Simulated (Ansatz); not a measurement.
# LiCl: the cost of one run

Computed with Ansatz 0.2.0 (DFT, scalar-relativistic, functionals as named in each step, unless a step's input says otherwise).

The COD entry's cell or inner coordinates are ideal or old and differ from later refinements, so a difference from it is no clean test against experiment.

1 further run of the same task is left out (set aside as unsound or not needed). Runs told in other sessions of the task aren't counted.

**1. The starting structure**

Symmetry: Fm-3m, No. 225, cubic system. Conventional cell: a = 5.130 Å, b = 5.130 Å, c = 5.130 Å, α = 90.00°, β = 90.00°, γ = 90.00°. Around Li (site symmetry m-3m) lie 6 Cl at 2.56 Å. Cl (site symmetry m-3m) has 6 Li at 2.56 Å in its first shell of neighbours.

As a file:

```xyz
2
Lattice="0.0000 2.5648 2.5648 2.5648 0.0000 2.5648 2.5648 2.5648 0.0000" Properties=species:S:1:pos:R:3 pbc="T T T"
Li    0.0000    0.0000    0.0000
Cl    2.5648    2.5648    2.5648
```

Atoms are numbered in the order of the input: Li1, Cl2.

**2. LDA, LAPW**

input.yaml reads:

```yaml
crystal:
  lattice:
    - [0.0, 2.56476, 2.56476]
    - [2.56476, 0.0, 2.56476]
    - [2.56476, 2.56476, 0.0]
  atoms:
    - { symbol: Li, position: [0.0, 0.0, 0.0] }
    - { symbol: Cl, position: [0.5, 0.5, 0.5] }
kpoints:
  mp_grid: { grid: [9, 9, 9] }
  band_path:
    path:
      - [0.0, 0.0, 0.0]
      - [0.5, 0.0, 0.5]
      - [0.625, 0.25, 0.625]
      - [0.375, 0.375, 0.75]
      - [0.0, 0.0, 0.0]
      - [0.5, 0.5, 0.5]
      - [0.5, 0.25, 0.75]
      - [0.5, 0.0, 0.5]
    npoints: 5
scf:
  occupations: { method: fermi_dirac, width: 0.03 }
hamiltonian:
  xc: lda
  pseudopotentials: { kind: all_electron, lapw: { basis_error: 0.00025 } }
output:
  forces: true
  stress: true
  eigenvalues: true
```

On the command line:

```bash
> ansatz run input.yaml --threads 1 --pin off --max-ram 2048MiB --backend cpu --events-out ev --progress --plain --runs-dir out
```

Q: Estimate wall time and peak memory on 1 thread of Intel Xeon 6975P-C (Granite Rapids), shared host.

About 2.3 s, with a peak of 0.27 GiB.
